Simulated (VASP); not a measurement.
## Co: relaxation of the atoms with LDA

The system is Co, a slab with vacuum.

```
Co
1.0
     2.50700    0.00000    0.00000
     0.00000    4.06900    0.00000
     0.00000    0.00000   21.40821
Co
10
Direct
  0.00000 0.00000 0.28027
  0.50000 0.50000 0.31407
  0.50000 0.00000 0.38168
  0.00000 0.50000 0.41549
  0.00000 0.00000 0.48310
  0.50000 0.50000 0.51690
  0.50000 0.00000 0.58451
  0.00000 0.50000 0.61832
  0.00000 0.00000 0.68593
  0.50000 0.50000 0.71973
```

The slab is cut from a database's or a generator's crystal, which needn't be the stable form of the element.

| Quantity | Value |
| --- | --- |
| Program | VASP 6.6.1 |
| Task | relaxation of the atoms |
| Functional | LDA |
| Potentials or basis | VASP PAW LDA potentials, release 64 (Co) |
| Cutoff | 400 eV |
| k mesh | 8 × 5 × 1 |
| Occupations | fermi-dirac, width 0.05 eV |
| Spin | collinear spin, ferromagnetic start |
| Starting moments | [2.0, 2.0, 2.0, 2.0, 2.0, 2.0, 2.0, 2.0, 2.0, 2.0] μB |
| Further INCAR settings | ALGO = Fast; EDIFF = 1e-06; IBRION = 2; EDIFFG = -0.01; NSW = 40 |

| Property | Result |
| --- | --- |
| Energy gained by relaxing | 62.8 meV/atom |
| Ionic steps | 12 |
| Largest force after relaxing | 0.006 eV/Å |
| Band gap on the k mesh | none (metal or under the smearing width) |
| Net moment | 16.14 μB per cell |
| Site moments | Co +1.73, +1.61, +1.59, +1.57, +1.53 μB |
| Valence electrons inside the program's atomic spheres | Co 8.18, 8.24, 8.39, 8.36 |

Forces on the atoms (eV/Å):
```
Co   0.000  0.000 -0.006
Co   0.000  0.000  0.002
Co   0.000  0.000  0.006
Co   0.000  0.000 -0.006
Co   0.000  0.000 -0.003
Co   0.000  0.000  0.003
Co   0.000  0.000  0.006
Co   0.000  0.000 -0.006
Co   0.000  0.000 -0.002
Co   0.000  0.000  0.006
```

Step by step:
```tsv
step	energy change (eV)	largest force (eV/Å)	pressure (GPa)
1	0.0000	1.4156	-12.53
2	-0.1801	1.0685	-11.72
3	-0.3271	0.9657	-9.68
4	-0.4386	0.7220	-9.00
5	-0.5665	0.6832	-6.65
6	-0.6231	0.0992	-5.71
7	-0.6235	0.1110	-5.81
8	-0.6269	0.0561	-5.87
9	-0.6275	0.0797	-5.90
10	-0.6282	0.0328	-6.04
11	-0.6283	0.0141	-6.00
12	-0.6283	0.0062	-5.99
```

Final structure:
```xyz
10
Lattice="2.5070 0.0000 0.0000 0.0000 4.0690 0.0000 0.0000 0.0000 21.4082" Properties=species:S:1:pos:R:3 pbc="T T T"
Co    0.0000    0.0000    6.4146
Co    1.2535    2.0345    6.9038
Co    1.2535    0.0000    8.3650
Co    0.0000    2.0345    8.9452
Co    0.0000    0.0000   10.4141
Co    1.2535    2.0345   10.9941
Co    1.2535    0.0000   12.4630
Co    0.0000    2.0345   13.0432
Co    0.0000    0.0000   14.5045
Co    1.2535    2.0345   14.9936
```

Levels at points of the mesh, in eV from the Fermi level:
Spin up:
```
           k point  band 49  band 50  band 51  band 52  band 53  band 54  band 55  band 56  band 57  band 58
(0.00, 0.00, 0.00)    -0.54    -0.45    -0.37    -0.36    -0.34    -0.34    -0.22     0.29     1.02     2.02
(0.50, 0.00, 0.00)    -0.47    -0.47     1.08     1.08     1.30     1.30     2.21     2.21     4.19     4.19
```
Spin down:
| k point | band 32 | band 33 | band 34 | band 35 | band 36 | band 37 | band 38 | band 39 | band 40 | band 41 |
| --- | --- | --- | --- | --- | --- | --- | --- | --- | --- | --- |
| (0.00, 0.00, 0.00) | -0.65 | -0.58 | -0.55 | -0.51 | -0.47 | -0.47 | -0.37 | -0.22 | -0.07 | -0.03 |
| (0.50, 0.00, 0.00) | -0.98 | -0.66 | -0.66 | 0.13 | 0.13 | 0.23 | 0.23 | 0.69 | 0.69 | 1.00 |

Run time: 72 min on 1 thread of Intel(R) Xeon(R) Platinum 8259CL CPU @ 2.50GHz (Skylake/Cascade Lake), with other jobs on the host, peak memory 0.34 GiB.
